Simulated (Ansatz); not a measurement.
# Sb (P6_3/mmc) in Ansatz: further runs

The runs below take Sb through single point, with PBE.

Program: Ansatz 0.2.0. These are calculated values, not measurements. Logs are shortened: lines on timing, memory, paths and dates and some standing lists are left out, and cuts for length are marked.

**1. The crystal as given**

It takes space group P6_3/mmc (No. 194, hexagonal). Conventional cell: a = 3.355 Å, b = 3.355 Å, c = 5.470 Å, α = 90.00°, β = 90.00°, γ = 120.00°. Around Sb (site symmetry -6m2) lie 12 Sb at 3.35 Å.

This isn't the form of Sb at room conditions, which is rhombohedral.

**2. Single point, PBE**

File input.yaml:

```yaml
crystal:
  lattice:
    - [3.3545324186, 0.0, 0.0]
    - [-1.6772662093, 2.9051102923, 0.0]
    - [0.0, 0.0, 5.47016065]
  atoms:
    - { symbol: Sb, position: [0.6666666667, 0.3333333333, 0.75] }
    - { symbol: Sb, position: [0.3333333333, 0.6666666667, 0.25] }
hamiltonian:
  xc: pbe
  pseudopotentials: { kind: paw }
kpoints:
  mp_grid: { grid: [9, 9, 5] }
scf:
  occupations: { method: gaussian, width: 0.013 }
output:
  forces: true
  stress: true
  eigenvalues: true
  write_density: true
  write_potential: true
  elf: true
  volumetric_format: npy
```

Potentials or basis: Ansatz PAW.

The run is started by

```bash
$ ansatz run input.yaml --threads 2 --pin off --max-ram 5632MiB --backend cpu --events-out ev --progress --plain --runs-dir out
```

The program printed:

```text
Warning: RAYON_NUM_THREADS=2 ignored (pool sized by the plan → 2); use --threads N
Engine: ansatz 0.2.0, aarch64-unknown-linux-gnu
Pseudopotentials: kind: paw
Pseudopotential: Sb, paw, valence charge 15, recommended cutoff 420 eV (normal), Sb.paw.azcp
Functional definition: PBE
  parameter kappa = 0.804
  parameter beta = 0.06672455060314922
  exchange = pbe_x(kappa = kappa, mu = beta*pi^2/3)
  correlation = pbe_c(beta = beta)
Crystal: 2 atoms, lattice volume = 53.308 Å³
Basis set: ecut = 420 eV, 1087 PW (Γ), exchange–correlation on 48×48×80 points (8 copies of the dense FFT grid, shifted against one another)
Bands: 19, of which v1, the nominal top of the filled ones, is band 15 counted from 1 (14 counted from 0)
Symmetry: 24 space group operations
Space group: P63/mmc (ITA 194), of the structure as read, at distance tolerance 3.8e-5 Å
k-points: 36 of 405
Non-local potential: Sb, projectors of the file, l = 0: 2, l = 1: 2, l = 2: 2, l = 3: 2
PAW form: soft (Blöchl's): semilocal exchange-correlation on the pseudo side does not see the compensation charge
PAW one-centre angular grid: Sb, 590 points (default); XC on 64 Gauss nodes
Initial density: superposition of atomic densities (neutral atoms: chi_scale 0, normalization atom), corrected by the library's trained network
Initial wavefunctions: pseudopotential atomic-orbital guess
Functional: x = pbe(κ = 0.804, μ = 0.2195149727645171), c = pbe(β = 0.06672455060314922)
SCF iter   1: F=—  HF=-12968.411322 eV  |F-HF|=—  |Δ(HF+E_count)|=         —  Δρ=1.53e-3  dr2=9.90e-4  ethr=1.77e-3  ⟨swp⟩=6.4  Hψ=3543  notcnv=0
preconditioner: auto → Resta (q_TF=auto, 2.479 Å⁻¹)  ε∞=4.5  [insulator: Δε(μ)=0.020 eV  Ē_g=8.567 eV  σ=0.013 eV  W_gap=0.68  n_scr=22 (ndim 8)  ℏωp=16.1 eV  f_vac=0.000  D(μ)=3.73/eV (n_scr^D=36)  ε∞_Penn≈4.5]
SCF iter   2: F=—  HF=-12968.410067 eV  |F-HF|=—  |Δ(HF+E_count)|=   1.26e-3  Δρ=9.20e-4  dr2=3.87e-4  ethr=3.30e-6  ⟨swp⟩=2.1  Hψ=1565  notcnv=0  defer=7
SCF iter   3: F=—  HF=-12968.410154 eV  |F-HF|=—  |Δ(HF+E_count)|=   8.72e-5  Δρ=3.63e-4  dr2=5.82e-5  ethr=1.29e-6  ⟨swp⟩=3.0  Hψ=1235  notcnv=0  defer=7
SCF iter   4: F=—  HF=-12968.410180 eV  |F-HF|=—  |Δ(HF+E_count)|=   2.54e-5  Δρ=1.39e-4  dr2=5.38e-6  ethr=1.94e-7  ⟨swp⟩=2.0  Hψ=845  notcnv=0  defer=7
SCF iter   5: F=—  HF=-12968.410176 eV  |F-HF|=—  |Δ(HF+E_count)|=   3.78e-6  Δρ=1.95e-5  dr2=1.14e-7  ethr=1.79e-8  ⟨swp⟩=2.0  Hψ=1202  notcnv=0  defer=7
SCF iter   6: F=-12968.410176 eV  HF=-12968.410176 eV  |F-HF|=3.42e-10  |Δ(HF+E_count)|=   3.50e-8  Δρ=1.15e-6  dr2=5.39e-10  ethr=3.33e-10  ⟨swp⟩=9.3  Hψ=4357  notcnv=0
SCF 1 converged in 6 iterations: F = -12968.410176 eV  dr2 = 5.39e-10
SCF converged after 6 iterations
Free energy (F): -12968.410176 eV
Harris-Foulkes:  -12968.410176 eV  (|F-HF|=3.42e-10)
Internal energy: -12968.409817 eV  (E = F + TS)
E sigma→0 (E₀):  -12968.409997 eV
Entropy (-TS):   -0.000358 eV (-0.179 meV/atom)
Fermi energy:    11.717564 eV
--- Per-component energies (eV) ---
  E_band       = -284.119216
  E_kinetic    = 413.417944
  E_local      = -2850.131794  (includes V_loc(G=0)·N_el)
  E_nonlocal   = 722.916992
  E_hartree    = 1304.051850
  E_xc         = -277.268152
  E_vxc        = -192.959684  (∫ρ·V_xc dr)
  E_paw        = -9148.822086  (= ΣΔE_a)
  E_vpaw       = -985.466545  (= ΣTr[D̂ρ^β])
  E_aug_tail   = -0.000003  (compensation charges beyond the density's cutoff)
  E_ewald      = -3132.574569
  E_smearing   = -0.000358  (= −TS)
  E_closure    = 0.000000  (closes the sum)
  Σ components = -12968.410176   (vs F -12968.410176, Δ=0.00e0)
--- Forces (eV/Å), atoms counted from 1 ---
  atom   1  Sb    -0.00000000     0.00000000     0.00000000
  atom   2  Sb     0.00000000    -0.00000000     0.00000000
  max |Σ_I F_I| component: 2.31e-18 eV/Å
--- Stress (GPa, compression-positive) ---
        1.270427       0.000000       0.000000
       -0.000000       1.270427       0.000000
        0.000000       0.000000       2.023500
  P = ⅓ Tr σ = 1.5215 GPa (15.215 kbar)
--- Band table (eV; the first three rows and the last of 36) ---
  k-point 0: bands = ["-17.4935", "-17.4842", "-17.4739", "-17.4739", "-17.4695", "-17.4695", "-17.4661", "-17.4661", "-17.4144", "-17.4144", "-1.1627", "2.6782", "5.9648", "15.4521", "15.4521", "17.1055", "17.1055", "17.3421", "19.7031"]
  k-point 1: bands = ["-17.4925", "-17.4849", "-17.4795", "-17.4795", "-17.4720", "-17.4720", "-17.4551", "-17.4551", "-17.4172", "-17.4172", "-0.9620", "1.8465", "7.2012", "15.5438", "15.6009", "15.6009", "16.9556", "16.9556", "19.8528"]
  k-point 2: bands = ["-17.4899", "-17.4870", "-17.4811", "-17.4811", "-17.4774", "-17.4774", "-17.4395", "-17.4395", "-17.4258", "-17.4258", "-0.3642", "0.6079", "9.6375", "12.5336", "16.0070", "16.0070", "16.5338", "16.5338", "20.3048"]
  k-point 35: bands = ["-17.4915", "-17.4915", "-17.4768", "-17.4481", "-17.4359", "-17.4357", "-17.4357", "-17.4317", "-17.4137", "-17.4137", "3.9578", "3.9578", "7.6654", "7.6654", "8.1537", "9.0860", "14.4819", "14.4819", "18.5727"]
```

It took 1.3 s on 2 threads of Arm Neoverse V1, shared host; peak memory 0.32 GiB.

Results:

* Free energy: -12968.4102 eV
* Pressure: 1.5 GPa
* Band gap on the k mesh: none (metal or under the smearing width)

**3. Single point, PBE**

input.yaml, as its differences from that of step 2:

```diff
@@ -14,3 +14,3 @@
 scf:
-  occupations: { method: gaussian, width: 0.013 }
+  occupations: { method: gaussian, width: 0.014 }
 output:
@@ -19,5 +19 @@
   eigenvalues: true
-  write_density: true
-  write_potential: true
-  elf: true
-  volumetric_format: npy
```

Potentials or basis: Ansatz PAW.

The run is started by

```bash
$ ansatz run input.yaml --threads 2 --pin off --max-ram 5632MiB --backend cpu --events-out ev --progress --plain --runs-dir out
```

The program printed:

```text
Warning: RAYON_NUM_THREADS=2 ignored (pool sized by the plan → 2); use --threads N
[... 8 set-up lines as earlier in the session ...]
Crystal: 2 atoms, lattice volume = 53.308 Å³
Basis set: ecut = 420 eV, 1087 PW (Γ), exchange–correlation on 48×48×80 points (8 copies of the dense FFT grid, shifted against one another)
Bands: 19, of which v1, the nominal top of the filled ones, is band 15 counted from 1 (14 counted from 0)
[... 2 set-up lines as earlier in the session ...]
k-points: 36 of 405
[... 6 set-up lines as earlier in the session ...]
SCF iter   1: F=—  HF=-12968.411347 eV  |F-HF|=—  |Δ(HF+E_count)|=         —  Δρ=1.53e-3  dr2=9.82e-4  ethr=1.77e-3  ⟨swp⟩=6.4  Hψ=3543  notcnv=0
preconditioner: auto → Resta (q_TF=auto, 2.479 Å⁻¹)  ε∞=4.5  [insulator: Δε(μ)=0.020 eV  Ē_g=8.567 eV  σ=0.014 eV  W_gap=0.66  n_scr=22 (ndim 8)  ℏωp=16.1 eV  f_vac=0.000  D(μ)=3.63/eV (n_scr^D=36)  ε∞_Penn≈4.5]
SCF iter   2: F=—  HF=-12968.410094 eV  |F-HF|=—  |Δ(HF+E_count)|=   1.25e-3  Δρ=9.18e-4  dr2=3.83e-4  ethr=3.27e-6  ⟨swp⟩=2.1  Hψ=1545  notcnv=0  defer=6
SCF iter   3: F=—  HF=-12968.410181 eV  |F-HF|=—  |Δ(HF+E_count)|=   8.67e-5  Δρ=3.63e-4  dr2=5.79e-5  ethr=1.28e-6  ⟨swp⟩=3.0  Hψ=1217  notcnv=0  defer=6
SCF iter   4: F=—  HF=-12968.410208 eV  |F-HF|=—  |Δ(HF+E_count)|=   2.71e-5  Δρ=1.38e-4  dr2=5.31e-6  ethr=1.93e-7  ⟨swp⟩=2.0  Hψ=845  notcnv=0  defer=6
SCF iter   5: F=—  HF=-12968.410204 eV  |F-HF|=—  |Δ(HF+E_count)|=   3.74e-6  Δρ=1.95e-5  dr2=1.13e-7  ethr=1.77e-8  ⟨swp⟩=2.0  Hψ=1202  notcnv=0  defer=6
SCF iter   6: F=-12968.410204 eV  HF=-12968.410204 eV  |F-HF|=3.51e-10  |Δ(HF+E_count)|=   3.57e-8  Δρ=1.10e-6  dr2=5.15e-10  ethr=3.33e-10  ⟨swp⟩=5.5  Hψ=2584  notcnv=0
SCF 1 converged in 6 iterations: F = -12968.410204 eV  dr2 = 5.15e-10
SCF converged after 6 iterations
Free energy (F): -12968.410204 eV
Harris-Foulkes:  -12968.410204 eV  (|F-HF|=3.51e-10)
Internal energy: -12968.409800 eV  (E = F + TS)
E sigma→0 (E₀):  -12968.410002 eV
Entropy (-TS):   -0.000404 eV (-0.202 meV/atom)
Fermi energy:    11.717908 eV
--- Per-component energies (eV) ---
  E_band       = -284.122006
  E_kinetic    = 413.416562
  E_local      = -2850.128371  (includes V_loc(G=0)·N_el)
  E_nonlocal   = 722.917483
  E_hartree    = 1304.049466
  E_xc         = -277.267582
  E_vxc        = -192.958981  (∫ρ·V_xc dr)
  E_paw        = -9148.822788  (= ΣΔE_a)
  E_vpaw       = -985.467697  (= ΣTr[D̂ρ^β])
  E_aug_tail   = -0.000003  (compensation charges beyond the density's cutoff)
  E_ewald      = -3132.574569
  E_smearing   = -0.000404  (= −TS)
  E_closure    = 0.000000  (closes the sum)
  Σ components = -12968.410204   (vs F -12968.410204, Δ=0.00e0)
--- Forces (eV/Å), atoms counted from 1 ---
  atom   1  Sb    -0.00000000     0.00000000     0.00000000
  atom   2  Sb     0.00000000    -0.00000000     0.00000000
  max |Σ_I F_I| component: 0.00e0 eV/Å
--- Stress (GPa, compression-positive) ---
        1.275705       0.000000       0.000000
        0.000000       1.275705       0.000000
        0.000000       0.000000       2.002987
  P = ⅓ Tr σ = 1.5181 GPa (15.181 kbar)
--- Band table (eV; the first three rows and the last of 36) ---
  k-point 0: bands = ["-17.4936", "-17.4843", "-17.4741", "-17.4741", "-17.4697", "-17.4697", "-17.4662", "-17.4662", "-17.4145", "-17.4145", "-1.1627", "2.6781", "5.9649", "15.4520", "15.4520", "17.1055", "17.1055", "17.3422", "19.7031"]
  k-point 1: bands = ["-17.4926", "-17.4850", "-17.4796", "-17.4796", "-17.4722", "-17.4722", "-17.4552", "-17.4552", "-17.4173", "-17.4173", "-0.9620", "1.8464", "7.2013", "15.5439", "15.6009", "15.6009", "16.9556", "16.9556", "19.8528"]
  k-point 2: bands = ["-17.4900", "-17.4871", "-17.4813", "-17.4813", "-17.4776", "-17.4776", "-17.4396", "-17.4396", "-17.4260", "-17.4260", "-0.3642", "0.6078", "9.6375", "12.5336", "16.0069", "16.0069", "16.5338", "16.5338", "20.3048"]
  k-point 35: bands = ["-17.4916", "-17.4916", "-17.4769", "-17.4482", "-17.4361", "-17.4359", "-17.4359", "-17.4318", "-17.4138", "-17.4138", "3.9578", "3.9578", "7.6654", "7.6654", "8.1536", "9.0859", "14.4819", "14.4819", "18.5727"]
```

Wall time 0.98 s (2 threads of Arm Neoverse V1, shared host); peak memory 0.32 GiB.

Results:

```yaml
Free_energy: -12968.4102 eV
Pressure: 1.5 GPa
Band_gap_on_the_k_mesh: none (metal or under the smearing width)
```

Stress tensor (GPa, compression positive):
```
1.28 0.00 0.00
0.00 1.28 0.00
0.00 0.00 2.00
```

**4. Single point, PBE**

input.yaml, as its differences from that of step 3:

```diff
@@ -14,3 +14,3 @@
 scf:
-  occupations: { method: gaussian, width: 0.014 }
+  occupations: { method: gaussian, width: 0.015 }
 output:
```

Potentials or basis: Ansatz PAW.

The run is started by

```bash
$ ansatz run input.yaml --threads 2 --pin off --max-ram 5632MiB --backend cpu --events-out ev --progress --plain --runs-dir out
```

The program printed:

```text
Warning: RAYON_NUM_THREADS=2 ignored (pool sized by the plan → 2); use --threads N
[... 8 set-up lines as earlier in the session ...]
Crystal: 2 atoms, lattice volume = 53.308 Å³
Basis set: ecut = 420 eV, 1087 PW (Γ), exchange–correlation on 48×48×80 points (8 copies of the dense FFT grid, shifted against one another)
Bands: 19, of which v1, the nominal top of the filled ones, is band 15 counted from 1 (14 counted from 0)
[... 2 set-up lines as earlier in the session ...]
k-points: 36 of 405
[... 6 set-up lines as earlier in the session ...]
SCF iter   1: F=—  HF=-12968.411373 eV  |F-HF|=—  |Δ(HF+E_count)|=         —  Δρ=1.53e-3  dr2=9.73e-4  ethr=1.77e-3  ⟨swp⟩=6.4  Hψ=3543  notcnv=0
preconditioner: auto → Resta (q_TF=auto, 2.479 Å⁻¹)  ε∞=4.5  [insulator: Δε(μ)=0.020 eV  Ē_g=8.567 eV  σ=0.015 eV  W_gap=0.63  n_scr=22 (ndim 8)  ℏωp=16.1 eV  f_vac=0.000  D(μ)=3.55/eV (n_scr^D=36)  ε∞_Penn≈4.5]
SCF iter   2: F=—  HF=-12968.410122 eV  |F-HF|=—  |Δ(HF+E_count)|=   1.25e-3  Δρ=9.15e-4  dr2=3.80e-4  ethr=3.24e-6  ⟨swp⟩=2.1  Hψ=1545  notcnv=0  defer=6
SCF iter   3: F=—  HF=-12968.410210 eV  |F-HF|=—  |Δ(HF+E_count)|=   8.83e-5  Δρ=3.63e-4  dr2=5.76e-5  ethr=1.27e-6  ⟨swp⟩=3.0  Hψ=1225  notcnv=0  defer=6
SCF iter   4: F=—  HF=-12968.410237 eV  |F-HF|=—  |Δ(HF+E_count)|=   2.68e-5  Δρ=1.37e-4  dr2=5.24e-6  ethr=1.92e-7  ⟨swp⟩=2.0  Hψ=845  notcnv=0  defer=6
SCF iter   5: F=—  HF=-12968.410233 eV  |F-HF|=—  |Δ(HF+E_count)|=   3.70e-6  Δρ=1.96e-5  dr2=1.14e-7  ethr=1.75e-8  ⟨swp⟩=2.0  Hψ=1202  notcnv=0  defer=6
SCF iter   6: F=-12968.410233 eV  HF=-12968.410233 eV  |F-HF|=3.51e-10  |Δ(HF+E_count)|=   3.71e-8  Δρ=1.06e-6  dr2=5.01e-10  ethr=3.33e-10  ⟨swp⟩=5.5  Hψ=2587  notcnv=0
SCF 1 converged in 6 iterations: F = -12968.410233 eV  dr2 = 5.01e-10
SCF converged after 6 iterations
Free energy (F): -12968.410233 eV
Harris-Foulkes:  -12968.410233 eV  (|F-HF|=3.51e-10)
Internal energy: -12968.409782 eV  (E = F + TS)
E sigma→0 (E₀):  -12968.410008 eV
Entropy (-TS):   -0.000451 eV (-0.226 meV/atom)
Fermi energy:    11.718262 eV
--- Per-component energies (eV) ---
  E_band       = -284.124605
  E_kinetic    = 413.415278
  E_local      = -2850.125173  (includes V_loc(G=0)·N_el)
  E_nonlocal   = 722.917932
  E_hartree    = 1304.047235
  E_xc         = -277.267053
  E_vxc        = -192.958329  (∫ρ·V_xc dr)
  E_paw        = -9148.823429  (= ΣΔE_a)
  E_vpaw       = -985.468751  (= ΣTr[D̂ρ^β])
  E_aug_tail   = -0.000003  (compensation charges beyond the density's cutoff)
  E_ewald      = -3132.574569
  E_smearing   = -0.000451  (= −TS)
  E_closure    = 0.000000  (closes the sum)
  Σ components = -12968.410233   (vs F -12968.410233, Δ=0.00e0)
--- Forces (eV/Å), atoms counted from 1 ---
  atom   1  Sb    -0.00000000     0.00000000     0.00000000
  atom   2  Sb     0.00000000    -0.00000000     0.00000000
  max |Σ_I F_I| component: 4.63e-18 eV/Å
--- Stress (GPa, compression-positive) ---
        1.280763       0.000000       0.000000
       -0.000000       1.280763       0.000000
        0.000000       0.000000       1.983674
  P = ⅓ Tr σ = 1.5151 GPa (15.151 kbar)
--- Band table (eV; the first three rows and the last of 36) ---
  k-point 0: bands = ["-17.4936", "-17.4844", "-17.4742", "-17.4742", "-17.4698", "-17.4698", "-17.4663", "-17.4663", "-17.4146", "-17.4146", "-1.1627", "2.6780", "5.9649", "15.4520", "15.4520", "17.1054", "17.1054", "17.3422", "19.7031"]
  k-point 1: bands = ["-17.4926", "-17.4851", "-17.4797", "-17.4797", "-17.4723", "-17.4723", "-17.4553", "-17.4553", "-17.4174", "-17.4174", "-0.9621", "1.8463", "7.2013", "15.5439", "15.6008", "15.6008", "16.9555", "16.9555", "19.8528"]
  k-point 2: bands = ["-17.4901", "-17.4872", "-17.4814", "-17.4814", "-17.4777", "-17.4777", "-17.4397", "-17.4397", "-17.4261", "-17.4261", "-0.3643", "0.6078", "9.6375", "12.5336", "16.0069", "16.0069", "16.5337", "16.5337", "20.3048"]
  k-point 35: bands = ["-17.4917", "-17.4917", "-17.4769", "-17.4482", "-17.4362", "-17.4360", "-17.4360", "-17.4320", "-17.4139", "-17.4139", "3.9577", "3.9577", "7.6654", "7.6654", "8.1536", "9.0859", "14.4819", "14.4819", "18.5727"]
```

Wall time 0.96 s (2 threads of Arm Neoverse V1, shared host); peak memory 0.32 GiB.

What came out:

| Property | Result |
| --- | --- |
| Free energy | -12968.4102 eV |
| Pressure | 1.5 GPa |
| Band gap on the k mesh | none (metal or under the smearing width) |

Levels at points of the mesh, in eV from the Fermi level:
```tsv
k point	band 12	band 13	band 14	band 15	band 16	band 17	band 18	band 19
(0.00, 0.00, 0.00)	-9.04	-5.75	3.73	3.73	5.39	5.39	5.62	7.98
```

**5. Single point, PBE**

input.yaml, as its differences from that of step 4:

```diff
@@ -14,3 +14,3 @@
 scf:
-  occupations: { method: gaussian, width: 0.015 }
+  occupations: { method: gaussian, width: 0.016 }
 output:
```

The run is started by

```bash
$ ansatz run input.yaml --threads 2 --pin off --max-ram 5632MiB --backend cpu --events-out ev --progress --plain --runs-dir out
```

Wall time 0.98 s (2 threads of Arm Neoverse V1, shared host); peak memory 0.32 GiB.

Results (log left out):

```
Free energy            : -12968.4103 eV
Pressure               : 1.5 GPa
Band gap on the k mesh : none (metal or under the smearing width)
```

Stress tensor (GPa, compression positive):
```
1.29 0.00 0.00
0.00 1.29 0.00
0.00 0.00 1.97
```

Levels at points of the mesh, in eV from the Fermi level:
| k point | band 13 | band 14 | band 15 | band 16 | band 17 | band 18 |
| --- | --- | --- | --- | --- | --- | --- |
| (0.00, 0.00, 0.00) | -5.75 | 3.73 | 3.73 | 5.39 | 5.39 | 5.62 |

**6. Overview**

```csv
smearing,gap on the mesh (eV),pressure (GPa)
gaussian 0.013 eV,none,1.5
gaussian 0.014 eV,none,1.5
gaussian 0.015 eV,none,1.5
gaussian 0.016 eV,none,1.5
```

Alike in all rows: task single point; level PBE; potentials or basis Ansatz PAW; no spin polarisation; cell as given; k mesh 9 × 9 × 5; cutoff (eV) 420.

Every run on the cell as given and a fine mesh finds a metal.

Absolute energies hang on the potentials; compare differences alone.
